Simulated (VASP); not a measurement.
# BiS (R-3m) in VASP: a series of runs

One crystal, BiS, is run at these levels: SCAN, SCAN+D3; tasks: relaxation of cell and atoms.

Program: VASP 6.6.1. These are calculated values, not measurements. Logs are shortened: lines on timing, memory, paths and dates and some standing lists are left out, and cuts for length are marked.

### Step 1. Starting point

It takes space group R-3m (No. 166, trigonal). The conventional cell has a = 4.219 Å, b = 4.219 Å, c = 10.501 Å, α = 90.00°, β = 90.00°, γ = 120.00°. Bi (site symmetry -3m) is surrounded by 6 S at 3.00 Å. S (site symmetry -3m) has 6 Bi at 3.00 Å as nearest neighbours.

The cell was built by a generator and needn't be a form met in nature.

### Step 2. Relaxation of cell and atoms, SCAN

The input, INCAR:

```
SYSTEM = BiS
ALGO = Normal
EDIFF = 1E-7
EDIFFG = -0.01
ENCUT = 600
IBRION = 2
ISIF = 3
ISMEAR = -1
LASPH = .True.
LCHARG = .False.
LMIXTAU = .True.
LREAL = .False.
LWAVE = .False.
METAGGA = SCAN
NELM = 80
NSW = 40
PREC = Accurate
SIGMA = 0.05
```

The input, KPOINTS:

```
k-points
0
Gamma
  8 8 8
  0 0 0
```

The input, POSCAR:

```
BiS
1.0
    2.1092708700      1.2177881000      3.5004874800
   -2.1092708700      1.2177881000      3.5004874800
    0.0000000000     -2.4355762100      3.5004874800
Bi S
1 1
Direct
    0.0000000000      0.0000000000      0.0000000000
    0.5000000000      0.5000000000      0.5000000000
```

Potentials or basis: VASP PAW PBE potentials, release 64 (Bi_d, S).

Command:

```bash
$ cat potpaw_PBE.64/Bi_d/POTCAR potpaw_PBE.64/S/POTCAR > POTCAR
$ mpirun -np 1 vasp_std > vasp.out
```

OUTCAR:

```text
SYSTEM = BiS
   EDIFF = 1E-7
   EDIFFG = -0.01
   ENCUT = 600
   IBRION = 2
   ISIF = 3
   ISMEAR = -1
   LASPH = .True.
   LREAL = .False.
   METAGGA = SCAN
   NELM = 80
   NSW = 40
   PREC = Accurate

 ion  position               nearest neighbor table
   1  0.000  0.000  0.000-   2 3.00   2 3.00   2 3.00   2 3.00   2 3.00   2 3.00
   2  0.500  0.500  0.500-   1 3.00   1 3.00   1 3.00   1 3.00   1 3.00   1 3.00

  LATTYP: Found a trigonal (rhomboedric) cell.
 ALAT       =     4.2644394775
 COS(alpha) =     0.5107049814

  Lattice vectors:

 A1 = (   2.1092708700,   1.2177881000,   3.5004874800)
 A2 = (  -2.1092708700,   1.2177881000,   3.5004874800)
 A3 = (   0.0000000000,  -2.4355762100,   3.5004874800)

Analysis of symmetry for initial positions (statically):
=====================================================================
 Subroutine PRICEL returns:
 Original cell was already a primitive cell.

 Routine SETGRP: Setting up the symmetry group for a
 trigonal (rhombohedral) supercell.

 Subroutine GETGRP returns: Found 12 space group operations
 (whereof 12 operations were pure point group operations)
 out of a pool of 12 trial point group operations.

The static configuration has the point symmetry D_3d.

Analysis of symmetry for dynamics (positions and initial velocities):
=====================================================================
 Subroutine PRICEL returns:
 Original cell was already a primitive cell.

 Routine SETGRP: Setting up the symmetry group for a
 trigonal (rhombohedral) supercell.

 Subroutine GETGRP returns: Found 12 space group operations
 (whereof 12 operations were pure point group operations)
 out of a pool of 12 trial point group operations.

The dynamic configuration has the point symmetry D_3d.

 Subroutine INISYM returns: Found 12 space group operations
 (whereof 12 operations are pure point group operations),
 and found     1 'primitive' translations

----------------------------------------------------------------------------------------

                                     Primitive cell

  volume of cell :      53.9491

  direct lattice vectors                    reciprocal lattice vectors
     2.109270870  1.217788100  3.500487480     0.237048739  0.136860153  0.095224832
    -2.109270870  1.217788100  3.500487480    -0.237048739  0.136860153  0.095224832
     0.000000000 -2.435576210  3.500487480     0.000000000 -0.273720307  0.095224832

  length of vectors
     4.264439477  4.264439477  4.264439479     0.289811275  0.289811275  0.289811275

  position of ions in fractional coordinates (direct lattice)
     0.000000000  0.000000000  0.000000000
     0.500000000  0.500000000  0.500000000

  ion indices of the primitive-cell ions
   primitive index   ion index
                 1           1
                 2           2

----------------------------------------------------------------------------------------

 KPOINTS: k-points

Automatic generation of k-mesh.
 Grid dimensions read from file:
 generate k-points for:    8    8    8

 Generating k-lattice:

  Cartesian coordinates                     Fractional coordinates (reciprocal lattice)
     0.029631092  0.017107519  0.011903104     0.125000000  0.000000000  0.000000000
    -0.029631092  0.017107519  0.011903104     0.000000000  0.125000000  0.000000000
     0.000000000 -0.034215038  0.011903104     0.000000000  0.000000000  0.125000000

  Length of vectors
     0.036226409  0.036226409  0.036226409

  Shift w.r.t. Gamma in fractional coordinates (k-lattice)
     0.000000000  0.000000000  0.000000000

 Subroutine IBZKPT returns following result:
 ===========================================

 Found     65 irreducible k-points:

 Following reciprocal coordinates:
            Coordinates               Weight
  0.000000  0.000000  0.000000      1.000000
  0.125000  0.000000  0.000000      6.000000
  0.250000  0.000000  0.000000      6.000000
  0.375000  0.000000  0.000000      6.000000
  0.500000  0.000000  0.000000      3.000000
  0.125000  0.125000  0.000000      6.000000
[... 16 lines left out ...]
  0.250000  0.125000  0.125000      6.000000
  0.375000  0.125000  0.125000      6.000000
 [... further k-points ...]
   k-points           NKPTS =     65   k-points in BZ     NKDIM =     65   number of bands    NBANDS=     14
   number of dos      NEDOS =    301   number of ions     NIONS =      2
   total plane-waves  NPLWV =  46656
   dimension x,y,z NGX =    36 NGY =   36 NGZ =   36
   dimension x,y,z NGXF=    72 NGYF=   72 NGZF=   72
   ions per type =               1   1
   NGX,Y,Z   is equivalent  to a cutoff of  14.03, 14.03, 14.03 a.u.
   NGXF,Y,Z  is equivalent  to a cutoff of  28.07, 28.07, 28.07 a.u.
 SYSTEM =  BiS
   PREC   = accura    normal or accurate (medium, high low for compatibility)
   ISTART =      0    job   : 0-new  1-cont  2-samecut
   ICHARG =      2    charge: 1-file 2-atom 10-const
   ISPIN  =      1    spin polarized calculation?
   LNONCOLLINEAR =      F non collinear calculations
   LSORBIT =      F    spin-orbit coupling
   LASPH  =      T    aspherical Exc in radial PAW
   ENCUT  =  600.0 eV  44.10 Ry    6.64 a.u.   8.52  8.52  8.52*2*pi/ulx,y,z
   NELM   =     80;   NELMIN=  2; NELMDL= -5     # of ELM steps
   EDIFF  = 0.1E-06   stopping-criterion for ELM
   LREAL  =      F    real-space projection
   EDIFFG = -.1E-01   stopping-criterion for IOM
   NSW    =     40    number of steps for IOM
   IBRION =      2    ionic relax: 0-MD 1-quasi-New 2-CG
   NFREE  =      1    steps in history (QN), initial steepest desc. (CG)
   ISIF   =      3    stress and relaxation
   ISYM   =      2    0-nonsym 1-usesym 2-fastsym
   POTIM  = 0.5000    time-step for ionic-motion
   TEBEG  =    0.0;   TEEND  =   0.0 temperature during run
   PSTRESS=    0.0 pullay stress
   NELECT =      21.0000    total number of electrons
   NUPDOWN=      -1.0000    fix difference up-down
   EMIN   =  10.00;   EMAX   =-10.00  energy-range for DOS
   EFERMI =   0.00;   METHOD = LEGACY
   ISMEAR =    -1;   SIGMA  =   0.05  broadening in eV -4-tet -1-fermi 0-gaus
   EFERMI_NEDOS =   21; number of points for ismear=-14 and -15
   IALGO  =     38    algorithm
   IMIX   =      4    mixing-type and parameters
     AMIX     =   0.40;   BMIX     =  1.00
     AMIX_MAG =   1.60;   BMIX_MAG =  1.00
  volume/ion in A,a.u.               =      26.97       182.03
  Fermi-wavevector in a.u.,A,eV,Ry     =   1.195327  2.258840 19.440087  1.428806
  Thomas-Fermi vector in A             =   2.331295
   LORBIT       =      0    0 simple, 1 ext, 2 COOP (PROOUT), +10 PAW based schemes
   METAGGA = SCAN    functional components
   LHFCALC =     F    Hartree Fock is set to
   AEXX    =    0.0000 exact exchange contribution
   IVDW    =     0    specifies the selected vdW correction
   LEPSILON=     F    determine dielectric tensor
   LRPA    =     F    only Hartree local field effects (RPA)
 conjugate gradient relaxation of ions
 non-spin polarized calculation
  energy-cutoff  :      600.00
  volume of cell :       53.95
 maximum number of plane-waves:      1829
 NGX is ok and might be reduce to    36
   NGX = 17   NGY = 17   NGZ = 17

--------------------------------------- Ionic step        1  -------------------------------------------

 number of electron      20.9999999 magnetization

 Free energy of the ion-electron system (eV)
  ---------------------------------------------------
  ext. energy  EPLUGINS =         0.00000000
  ---------------------------------------------------
  free energy    TOTEN  =       -88.11711229 eV

  energy without entropy =      -88.10160976  energy(sigma->0) =      -88.10936103

------------------------ aborting loop because EDIFF is reached ----------------------------------------

  FORCE on cell =-STRESS in cart. coord.  units (eV):
  Direction    XX          YY          ZZ          XY          YZ          ZX
  --------------------------------------------------------------------------------------
  -------------------------------------------------------------------------------------
  Total       -0.9990001     -0.9990001     -0.7491950      0.0000000      0.0000000      0.0000000
  in kB      -29.6682725    -29.6682724    -22.2495683      0.0000000      0.0000000      0.0000000
  external PRESSURE =     -27.1953710 kB  Pullay stress =       0.0000000 kB
[... 89 lines left out ...]
  FREE ENERGIE OF THE ION-ELECTRON SYSTEM (eV)
  ---------------------------------------------------
  free  energy   TOTEN  =       -88.1395923705 eV

  energy  without entropy=      -88.1241869114  energy(sigma->0) =      -88.13188964

[... ionic steps 4 to 8 ...]

--------------------------------------- Ionic step        9  -------------------------------------------

 number of electron      21.0000000 magnetization

------------------------ aborting loop because EDIFF is reached ----------------------------------------
[... 67 lines left out ...]
--------------------------------------- Ionic step       11  -------------------------------------------

 number of electron      21.0000000 magnetization

 Free energy of the ion-electron system (eV)
  ---------------------------------------------------
  ext. energy  EPLUGINS =         0.00000000
  ---------------------------------------------------
  free energy    TOTEN  =       -88.25267935 eV

  energy without entropy =      -88.24761776  energy(sigma->0) =      -88.25014856

 E-fermi :   7.4857     XC(G=0): -10.8529

 val. band max:        7.4640990665   @ k =   0.5000   0.2500   0.2500
 cond. band min:       7.5658296606   @ k =  -0.2500  -0.2500   0.1250
 fundamental gap:      0.1017305941
 Fermi energy:         7.4857080877

 k-point     1 :       0.0000    0.0000    0.0000
  band No.  band energies     occupation
      1     -16.7028      2.00000
      2     -16.6796      2.00000
      3     -16.6796      2.00000
      4     -16.6522      2.00000
      5     -16.6522      2.00000
      6      -8.6786      2.00000
      7      -2.0276      2.00000
      8       2.3390      2.00000
      9       4.6496      2.00000
     10       4.6496      2.00000
     11      10.5234      0.00000
     12      10.5234      0.00000
     13      10.9158      0.00000
     14      12.3733      0.00000
[... 377 lines left out ...]
      1     -16.7019      2.00000
      2     -16.6819      2.00000
      3     -16.6769      2.00000
      4     -16.6530      2.00000
      5     -16.6248      2.00000
      6      -7.6608      2.00000
      7      -3.6955      2.00000
      8       2.5282      2.00000
      9       4.8785      2.00000
     10       5.1901      2.00000
     11       7.2977      1.95454
     12       8.0926      0.00001
     13       9.0823      0.00000
     14      14.4709      0.00000

 [... further k-points ...]

------------------------ aborting loop because EDIFF is reached ----------------------------------------

  FORCE on cell =-STRESS in cart. coord.  units (eV):
  Direction    XX          YY          ZZ          XY          YZ          ZX
  --------------------------------------------------------------------------------------
  -------------------------------------------------------------------------------------
  Total        0.0053668      0.0053668     -0.0050632      0.0000000      0.0000000      0.0000000
  in kB        0.1736043      0.1736043     -0.1637847      0.0000000      0.0000000      0.0000000
  external PRESSURE =       0.0611413 kB  Pullay stress =       0.0000000 kB
[... 17 lines left out ...]
  FREE ENERGIE OF THE ION-ELECTRON SYSTEM (eV)
  ---------------------------------------------------
  free  energy   TOTEN  =       -88.2526793508 eV

  energy  without entropy=      -88.2476177637  energy(sigma->0) =      -88.25014856

 reached required accuracy - stopping structural energy minimisation
```

It took 40 min on 1 thread of Intel Xeon Platinum 8259CL at 2.50GHz (Skylake/Cascade Lake), shared host; peak memory 0.27 GiB.

Results:

```yaml
Free_energy: -88.2527 eV
Relaxed_volume: 24.76 Å³/atom
Relaxed_cell: a = 4.504 Å, b = 4.504 Å, c = 4.504 Å, α = 50.12°, β = 50.12°, γ = 50.12°
Space_group_after_relaxing_to_0.05_Å: R-3m (No. 166)
Energy_gained_by_relaxing: 67.8 meV/atom
Ionic_steps: 11
Pressure_after_relaxing: 0.0 GPa
Band_gap_on_the_k_mesh: none (metal or under the smearing width)
```

The path:
| step | energy change (eV) | largest force (eV/Å) | pressure (GPa) | volume (Å³) |
| --- | --- | --- | --- | --- |
| 1 | 0.0000 | 0.0000 | -2.72 | 53.95 |
| 2 | -0.0183 | 0.0000 | 1.45 | 50.45 |
| 3 | -0.0225 | 0.0000 | 0.09 | 51.46 |
| 4 | -0.0255 | 0.0000 | 0.11 | 51.40 |
| 5 | -0.0390 | 0.0000 | 0.12 | 51.21 |
| 6 | -0.0736 | 0.0000 | 0.19 | 50.76 |
| 7 | -0.1353 | 0.0000 | 0.10 | 49.55 |
| 8 | -0.1353 | 0.0000 | 0.12 | 49.38 |
| 9 | -0.1355 | 0.0000 | 0.11 | 49.46 |
| 10 | -0.1343 | 0.0000 | -0.74 | 50.06 |
| 11 | -0.1356 | 0.0000 | 0.01 | 49.53 |

Final structure:
```cif
data_structure
_symmetry_space_group_name_H-M 'P 1'
_symmetry_Int_Tables_number 1
_cell_length_a 4.5039
_cell_length_b 4.5039
_cell_length_c 4.5039
_cell_angle_alpha 50.122
_cell_angle_beta 50.122
_cell_angle_gamma 50.122
_cell_volume 49.53
loop_
_atom_site_label
_atom_site_type_symbol
_atom_site_fract_x
_atom_site_fract_y
_atom_site_fract_z
_atom_site_occupancy
Bi1 Bi 0.00000 0.00000 0.00000 1
S1 S 0.50000 0.50000 0.50000 1
```

Caveat: the PAW data sets were made with another functional, which shifts forces and pressure a little; spin-orbit coupling is left out, which moves the levels of the heavy elements.

[end of part 1 of 2]
